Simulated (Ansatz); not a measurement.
The input (input.yaml):

```yaml
accuracy: low
crystal:
  lattice:
    - [-5.1477, -5.2096, 0.0]
    - [5.1477, -5.2096, 0.0]
    - [-1.702732, 0.0, 10.495577]
  atoms:
    - { symbol: Zr, position: [0.3424, 0.6177, 0.10455] }
    - { symbol: Zr, position: [0.8677, 0.5924, 0.14545] }
    - { symbol: Zr, position: [0.6576, 0.3823, 0.39545] }
    - { symbol: Zr, position: [0.1323, 0.4076, 0.35455] }
    - { symbol: O, position: [0.3015, 0.3695, 0.171] }
    - { symbol: O, position: [0.6195, 0.5515, 0.079] }
    - { symbol: O, position: [0.6985, 0.6305, 0.329] }
    - { symbol: O, position: [0.3805, 0.4485, 0.421] }
    - { symbol: O, position: [0.89555, 0.34455, 0.239] }
    - { symbol: O, position: [0.09455, 0.64555, 0.011] }
    - { symbol: O, position: [0.10445, 0.65545, 0.261] }
    - { symbol: O, position: [0.90545, 0.35445, 0.489] }
    - { symbol: Zr, position: [0.3424, 0.6177, 0.60455] }
    - { symbol: Zr, position: [0.8677, 0.5924, 0.64545] }
    - { symbol: Zr, position: [0.6576, 0.3823, 0.89545] }
    - { symbol: Zr, position: [0.1323, 0.4076, 0.85455] }
    - { symbol: O, position: [0.3015, 0.3695, 0.671] }
    - { symbol: O, position: [0.6195, 0.5515, 0.579] }
    - { symbol: O, position: [0.6985, 0.6305, 0.829] }
    - { symbol: O, position: [0.3805, 0.4485, 0.921] }
    - { symbol: O, position: [0.89555, 0.34455, 0.739] }
    - { symbol: O, position: [0.09455, 0.64555, 0.511] }
    - { symbol: O, position: [0.10445, 0.65545, 0.761] }
    - { symbol: O, position: [0.90545, 0.35445, 0.989] }
    - { symbol: Zr, position: [0.8424, 0.1177, 0.10455] }
    - { symbol: Zr, position: [0.3677, 0.0924, 0.14545] }
    - { symbol: Zr, position: [0.1576, 0.8823, 0.39545] }
    - { symbol: Zr, position: [0.6323, 0.9076, 0.35455] }
    - { symbol: O, position: [0.8015, 0.8695, 0.171] }
    - { symbol: O, position: [0.1195, 0.0515, 0.079] }
    - { symbol: O, position: [0.1985, 0.1305, 0.329] }
    - { symbol: O, position: [0.8805, 0.9485, 0.421] }
    - { symbol: O, position: [0.39555, 0.84455, 0.239] }
    - { symbol: O, position: [0.59455, 0.14555, 0.011] }
    - { symbol: O, position: [0.60445, 0.15545, 0.261] }
    - { symbol: O, position: [0.40545, 0.85445, 0.489] }
    - { symbol: Zr, position: [0.8424, 0.1177, 0.60455] }
    - { symbol: Zr, position: [0.3677, 0.0924, 0.64545] }
    - { symbol: Zr, position: [0.1576, 0.8823, 0.89545] }
    - { symbol: Zr, position: [0.6323, 0.9076, 0.85455] }
    - { symbol: O, position: [0.8015, 0.8695, 0.671] }
    - { symbol: O, position: [0.1195, 0.0515, 0.579] }
    - { symbol: O, position: [0.1985, 0.1305, 0.829] }
    - { symbol: O, position: [0.8805, 0.9485, 0.921] }
    - { symbol: O, position: [0.39555, 0.84455, 0.739] }
    - { symbol: O, position: [0.59455, 0.14555, 0.511] }
    - { symbol: O, position: [0.60445, 0.15545, 0.761] }
    - { symbol: O, position: [0.40545, 0.85445, 0.989] }
    - { symbol: O, position: [0.6008174, 0.9637321, 0.6264114], spin: 1.0 }
magnetization:
  spin_polarized: true
basis:
  ecutwfc: 420.0
kpoints:
  mp_grid: { grid: [1, 1, 1] }
hamiltonian:
  xc: pbesol
  pseudopotentials: { kind: paw, azcp: { folder: soft_1 } }
scf:
  occupations: { method: fermi_dirac, width: 0.05 }
  lower_state_search: "off"
relax:
  f_tol: 0.08
  max_steps: 25
  adjacent_minimum: "off"
output:
  write_density: true
  write_potential: true
  elf: true
  volumetric_format: npy
```

Run as:

```bash
$ ansatz run input.yaml --threads 4 --pin off --max-ram 10240MiB --backend cpu --events-out ev --progress --plain --runs-dir out
```

Hardware: 4 threads of Intel(R) Xeon(R) Platinum 8259CL CPU @ 2.50GHz (Skylake/Cascade Lake), on a shared host.

**Question.** Roughly how long does this run take, and how much memory?

**Answer.** 2.1 min, with a peak of 1.2 GiB, for 11 ionic steps.
